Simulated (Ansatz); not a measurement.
# SiO2: properties at the relaxed cell

An exercise on one series of results from a longer session: the logs are not shown, and one member is left open.

Program: Ansatz 0.2.0. Level of theory: DFT r2SCAN, scalar-relativistic, plane waves, PAW. These are calculated values, not measurements.

1 further run of the same task is left out (set aside as unsound or not needed).

### The system as given

It takes space group Imma (No. 74, orthorhombic). Conventional cell: a = 5.247 Å, b = 9.551 Å, c = 8.885 Å, α = 90.00°, β = 90.00°, γ = 90.00°. Si (site symmetry m) has 4 O at 1.60 to 1.61 Å as nearest neighbours. O (site symmetry mm2) is surrounded by 2 Si at 1.61 Å. O (site symmetry 2) has 2 Si at 1.61 Å as nearest neighbours. O (site symmetry 2/m) is surrounded by 2 Si at 1.60 Å.

Coordinates:

```cif
data_structure
_symmetry_space_group_name_H-M 'P 1'
_symmetry_Int_Tables_number 1
_cell_length_a 7.0301
_cell_length_b 7.0301
_cell_length_c 7.0301
_cell_angle_alpha 136.176
_cell_angle_beta 94.423
_cell_angle_gamma 101.620
_cell_volume 222.63
loop_
_atom_site_label
_atom_site_type_symbol
_atom_site_fract_x
_atom_site_fract_y
_atom_site_fract_z
_atom_site_occupancy
Si1 Si 0.92942 0.84483 0.08459 1
Si2 Si 0.73976 0.15517 0.58459 1
Si3 Si 0.07058 0.15517 0.91541 1
Si4 Si 0.26024 0.84483 0.41541 1
O1 O 0.13070 0.88070 0.25000 1
O2 O 0.86930 0.11930 0.75000 1
O3 O 0.79283 0.50000 0.79283 1
O4 O 0.20717 0.00000 0.70717 1
O5 O 0.20717 0.50000 0.20717 1
O6 O 0.79283 0.00000 0.29283 1
O7 O 0.00000 0.00000 0.00000 1
O8 O 0.50000 0.00000 0.50000 1
```

It goes back to an entry of the Materials Project, which need not be the stable form.

It is the result of an earlier relaxation at this level (volume 18.55 Å³/atom; gap on the mesh: 6.18 eV).

Set-up of the first run:

input.yaml

```yaml
crystal:
  lattice:
    - [-2.5970442164, 4.7273029898, 4.3974301383]
    - [2.5970442164, -4.7273029898, 4.3974301383]
    - [2.5970442164, 4.7273029898, -4.3974301383]
  atoms:
    - { symbol: Si, position: [0.929415159, 0.8448275437, 0.0845876153] }
    - { symbol: Si, position: [0.7397600717, 0.1551724563, 0.5845876153] }
    - { symbol: Si, position: [0.070584841, 0.1551724563, 0.9154123847] }
    - { symbol: Si, position: [0.2602399283, 0.8448275437, 0.4154123847] }
    - { symbol: O, position: [0.1307005224, 0.8807005224, 0.25] }
    - { symbol: O, position: [0.8692994776, 0.1192994776, 0.75] }
    - { symbol: O, position: [0.7928299677, 0.5, 0.7928299677] }
    - { symbol: O, position: [0.2071700323, 0.0, 0.7071700323] }
    - { symbol: O, position: [0.2071700323, 0.5, 0.2071700323] }
    - { symbol: O, position: [0.7928299677, 0.0, 0.2928299677] }
    - { symbol: O, position: [0.0, 0.0, 0.0] }
    - { symbol: O, position: [0.5, 0.0, 0.5] }
basis:
  ecutwfc: 500
kpoints:
  mp_grid: { grid: [6, 6, 6] }
hamiltonian:
  xc: r2scan
scf:
  occupations: { method: gaussian, width: 0.02 }
output:
  forces: true
  stress: true
  eigenvalues: true
relax:
  adjacent_minimum: "off"
  f_tol: 0.01
  max_steps: 30
  cell: { stress_tol: 0.1, fix: [volume] }
```

The run is started by

```console
ansatz run input.yaml --threads 2 --pin off --max-ram 5120MiB --backend cpu --events-out ev --progress --plain --runs-dir out
```

Among the steps run: The cell scaled to 0.97 of its volume; The cell scaled to 1.03 of its volume; The cell scaled to 0.94 of its volume; Point at V/V0 = 1.06; Point at V/V0 = 0.91; Volume × 1.10; The cell scaled to 0.88 of its volume.

One table of the session follows, with a row left open; its other results are not shown here.

It belongs to the step «Energy against volume». 

```
volume (Å³/atom)  energy above the lowest point (meV/atom)  pressure (GPa)  gap on the mesh (eV)
          16.326                                       8.5            1.00                  6.14
          16.883                                       5.3            0.84                  6.14
          17.439                                       2.7            0.66                  6.15
          17.996                                       0.7            0.41                  6.16
          18.552                                       0.0            0.00                  6.18
          19.109                                       2.7           -1.85                  6.18
          19.665                                         ?               ?                     ?
          20.408                                      43.9           -8.14                  5.97
```

Q: Estimate the row for volume (Å³/atom) = 19.665 from the others.

Worked estimate for «energy above the lowest point (meV/atom)». A straight line through the neighbours (19.109, 2.7) and (20.408, 43.9) gives 2.7 + (43.9 − 2.7) × (19.665 − 19.109) / (20.408 − 19.109) = 20.3; a parabola fitted to 3 rows on both sides gives 14.4.

**Answer.** energy above the lowest point (meV/atom): 14.0; pressure (GPa): -4.69; gap on the mesh (eV): 6.12. In «energy above the lowest point (meV/atom)» the line misses by +6.3 and the parabola by +0.4.

Limits of these values: Warnings in the runs' records: xc potential rough in thin density.
